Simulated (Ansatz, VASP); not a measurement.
**One calculation of GaN, two programs**

Contents of POSCAR:

```
GaN
1.0
    0.0000000000      2.0654722354      2.0654722354
    2.0654722354      0.0000000000      2.0654722354
    2.0654722354      2.0654722354      0.0000000000
Ga N
1 1
Direct
    0.0000000000      0.0000000000      0.0000000000
    0.5000000000      0.5000000000      0.5000000000
```

File INCAR.step1:

```
PREC = Accurate
ENCUT = 520
ISMEAR = 0
SIGMA = 0.01
LREAL = False
LASPH = True
NELM = 80
NBANDS = 16
GGA = PE
ALGO = Normal
EDIFF = 1E-4
LWAVE = True
LCHARG = False
```

INCAR.step2

```
PREC = Accurate
ENCUT = 520
EDIFF = 1E-6
ISMEAR = 0
SIGMA = 0.01
LREAL = False
LASPH = True
NELM = 80
ALGO = Normal
ISIF = 2
LWAVE = False
LCHARG = False
METAGGA = R2SCAN
LMIXTAU = True
NBANDS = 16
ISTART = 1
```

File KPOINTS:

```
Automatic mesh
0
Gamma
  8 8 8
```

Input for Ansatz:

```yaml
crystal:
  lattice:
    - [0.0, 2.0654722354, 2.0654722354]
    - [2.0654722354, 0.0, 2.0654722354]
    - [2.0654722354, 2.0654722354, 0.0]
  atoms:
    - { symbol: Ga, position: [0.0, 0.0, 0.0] }
    - { symbol: "N", position: [0.5, 0.5, 0.5] }
kpoints:
  mp_grid: { grid: [8, 8, 8] }
hamiltonian:
  xc: r2scan
scf:
  occupations: { method: fixed }
  n_extra_bands: 4
output:
  forces: true
  stress: true
  eigenvalues: true
```

Alike in both runs: task single point; functional r2SCAN; k mesh 8 × 8 × 8; no spin polarisation.

|  | VASP | Ansatz |
| --- | --- | --- |
| version | VASP 6.6.1 | Ansatz 0.2.0 |
| potentials or method | VASP PAW PBE potentials, release 64 (Ga_d, N) | plane waves, PAW |
| plane-wave cutoff (eV) | 520 | 500 |
| occupations | gaussian, width 0.01 eV | fixed |
| valence electrons in the cell | 18 | 18 |

```tsv
	VASP	Ansatz	Ansatz less VASP
gap on the k mesh at the Fermi level (eV)	1.60	1.62	+0.026
pressure (GPa)	18.9	17.3	-1.64
```

Caveats: so large a pressure means that the cell lies far from this level's equilibrium, or that cutoff or potentials fall short (VASP); the potentials were made for another functional, which shifts forces and pressure (VASP). r2SCAN opens gaps a little over a GGA but as a rule still falls short of measured ones. A k mesh can miss the band edges.
